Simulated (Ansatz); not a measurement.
**Pressure against volume in Sb**

The cell was reached from a generator's guess, though it ends in a space group that the Crystallography Open Database lists for this formula.

The calculation used DFT PBE, scalar-relativistic, plane waves, PAW in Ansatz 0.2.0. Plane waves to 420 eV, an 18×18×18 mesh through Γ for the 1-atom cell and 0.10 eV Gaussian smearing; no spin polarisation.

```
Sb
1.0
     3.10963    0.00000    0.00000
     0.00000    3.10963    0.00000
     0.00000    0.00000    3.10963
Sb
1
Direct
  0.50000 0.50000 0.50000
```

The cell was set to several volumes, with shape and atoms relaxed at each where symmetry leaves them free. Pressure is positive in compression, and energies count from the lowest row. No row has a gap on its mesh.

```csv
row,V (Å³/atom),P (GPa),ΔE (meV/atom)
1,26.461,9.44,94.5
2,27.363,?,?
3,28.265,3.93,21.1
4,29.167,1.80,5.0
5,30.070,-0.01,0.0
6,30.972,-1.52,4.4
7,31.874,-2.79,16.7
8,33.077,-4.19,43.2
```

Task: Find B = −V·ΔP/ΔV from rows 4 and 6 and from rows 1 and 3, and from the two its slope B′ and its value B0 at zero pressure.

Result: Rows 4 and 6 give −(29.167 + 30.972)/2 × (-1.52 − (1.80))/(30.972 − 29.167) = 55.3 GPa at a mean pressure of 0.14 GPa. Rows 1 and 3 give −(26.461 + 28.265)/2 × (3.93 − (9.44))/(28.265 − 26.461) = 83.6 GPa at a mean pressure of 6.68 GPa. So B′ = (83.6 − 55.3)/(6.68 − (0.14)) = 4.33 and B0 = 55.3 − 4.33 × (0.14) = 54.7 GPa. A third-order Birch–Murnaghan fit to all the energies gives B0 = 55.0 GPa and B′ = 4.5.

Task: Estimate the pressure and energy of row 2.

Result: From row 5, V0 = 30.070 × (1 + (-0.01)/54.7) = 30.065 Å³/atom. Murnaghan's form P = (B0/B′)·[(V0/V)^B′ − 1] gives (54.7/4.33) × [(30.065/27.363)^4.33 − 1] = 6.36 GPa; the computed pressure is 6.44 GPa, so the estimate is off by -0.08 GPa. The work of compression from row 3, with the mean of the two pressures, gives ΔE = 21.1 + (6.36 + 3.93)/2 × (28.265 − 27.363)/160.2 × 1000 = 50.1 meV/atom (1 eV/Å³ = 160.2 GPa); the computed value is 50.2 meV/atom.

Spin–orbit coupling, which can matter for Sb, is left out. All volumes keep the k mesh of the relaxed cell. Symmetry constrained the relaxation, so the result can be a saddle point.
